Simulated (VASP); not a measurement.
ZnSe (Stilleite): relaxation of the atoms with PBE+D3(BJ)

The system is ZnSe (Stilleite).

```
CELL_PARAMETERS angstrom
0.00000 2.84997 2.84997
2.84997 0.00000 2.84997
2.84997 2.84997 0.00000
ATOMIC_POSITIONS crystal
Zn 0.00000 0.00000 0.00000
Se 0.25000 0.25000 0.25000
```

The cell isn't the ideal one: a relaxed cell with its volume scaled by 1.02.

| Property | Result |
| --- | --- |
| Program | VASP 6.6.1 |
| Task | relaxation of the atoms |
| Functional | PBE |
| Dispersion | D3(BJ) |
| Potentials or basis | VASP PAW PBE potentials, release 64 (Zn, Se) |
| Cutoff | 600 eV |
| k mesh | 8 × 8 × 8 |
| Occupations | gaussian, width 0.03 eV |
| Spin | no spin polarisation |
| Further INCAR settings | ALGO = Normal; EDIFF = 1e-07; IBRION = 2; EDIFFG = -0.01; NSW = 40 |

```json
{"Pressure after relaxing": "-1.2 GPa", "Band gap on the k mesh": "1.22 eV, direct", "Dispersion energy per atom": "-0.316 eV"}
```

Final structure:
```yaml
crystal:
  lattice:
    - [0.00000, 2.84997, 2.84997]
    - [2.84997, 0.00000, 2.84997]
    - [2.84997, 2.84997, 0.00000]
  atoms:
    - { symbol: Zn, position: [0.00000, 0.00000, 0.00000] }
    - { symbol: Se, position: [0.25000, 0.25000, 0.25000] }
```

Levels at points of the mesh, in eV from the valence-band top:
```csv
k point,band 7,band 8,band 9,band 10,band 11,band 12
"(0.00, 0.00, 0.00)",0.00,0.00,0.00,1.22,5.81,5.81
"(0.50, 0.00, 0.00)",-5.12,-0.84,-0.84,2.51,6.38,6.38
"(0.50, 0.50, 0.00)",-4.68,-2.12,-2.12,3.02,3.46,10.62
```

Wall time 8.2 s on 1 thread of Intel(R) Xeon(R) 6975P-C (Granite Rapids), with other jobs on the host, peak memory 0.19 GiB.

Caveat: the relaxation stopped at its first step, so nothing moved.
